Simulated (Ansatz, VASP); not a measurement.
In in VASP and in Ansatz

```xyz
1
Lattice="-1.6330 1.6330 2.3097 1.6330 -1.6330 2.3097 1.6330 1.6330 -2.3097" Properties=species:S:1:pos:R:3 pbc="T T T"
In    0.0000    0.0000    0.0000
```

Alike in both runs: functional LDA; k mesh 18 × 18 × 18; occupations gaussian, width 0.1 eV; no spin polarisation.

Ansatz relaxed the structure, and its values are those at the end. VASP's run is a single point on that final structure, the one shown.

|  | VASP | Ansatz |
| --- | --- | --- |
| version | VASP 6.6.1 | Ansatz 0.2.0 |
| potentials or method | VASP PAW LDA potentials, release 64 (In_d) | scalar-relativistic, plane waves, PAW |
| plane-wave cutoff (eV) | 520 | 420 |
| valence electrons in the cell | 13 | 13 |

VASP gave:

| Property | Result |
| --- | --- |
| gap on the k mesh at the Fermi level (eV) | none |
| pressure (GPa) | 0.1 |

Question: Which values does Ansatz return?

Answer: gap on the k mesh at the Fermi level (eV): none; pressure (GPa): 0.0.

A gap of «none» marks a metal or a gap that the smearing closes.
